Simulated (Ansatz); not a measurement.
Band structure of BeO (P6_3mc, 4 atoms in the cell).

```
CELL_PARAMETERS angstrom
      2.71718     0.00000     0.00000
     -1.35859     2.35315     0.00000
      0.00000     0.00000     4.41322
ATOMIC_POSITIONS crystal
  Be 0.33333 0.66667 0.00016
  Be 0.66667 0.33333 0.50016
  O  0.33333 0.66667 0.37734
  O  0.66667 0.33333 0.87734
```

Level of theory: PBE, PAW files (plane waves; Ansatz, a program for electronic structure).

Settings: kpoints.mp_grid.grid = 9 9 5; hamiltonian.xc = pbe; hamiltonian.pseudopotentials = {kind: paw} (the program's default PAW files); scf.occupations.method = fixed; kpoints.band_path.npoints = 8.

The starting cell comes from a database of computed structures (which also holds hypothetical and non-ambient phases and stackings), without a prior relaxation at this level. Its lattice was rescaled by a random factor within 2.5 % of one.

Predict the gap along the standard path and the places of the band edges.

The gap along the path is 7.40 eV, direct at Γ to within 0.01 eV.

Levels in eV from the top of the valence band on the path, bands 5 to 11:
```csv
point,5,6,7,8,9,10,11
Γ,-0.97,-0.02,-0.02,0.00,7.40,11.41,14.16
M,-3.31,-2.57,-1.91,-0.89,9.70,10.12,13.18
K,-3.57,-2.80,-2.36,-2.36,9.10,12.70,14.29
A,-0.51,-0.51,-0.51,-0.51,9.66,9.66,14.42
L,-1.81,-1.81,-1.68,-1.68,8.95,8.95,14.46
H,-4.30,-4.30,-1.25,-1.25,11.53,11.53,11.95
```

Keys are those of Ansatz 0.2.
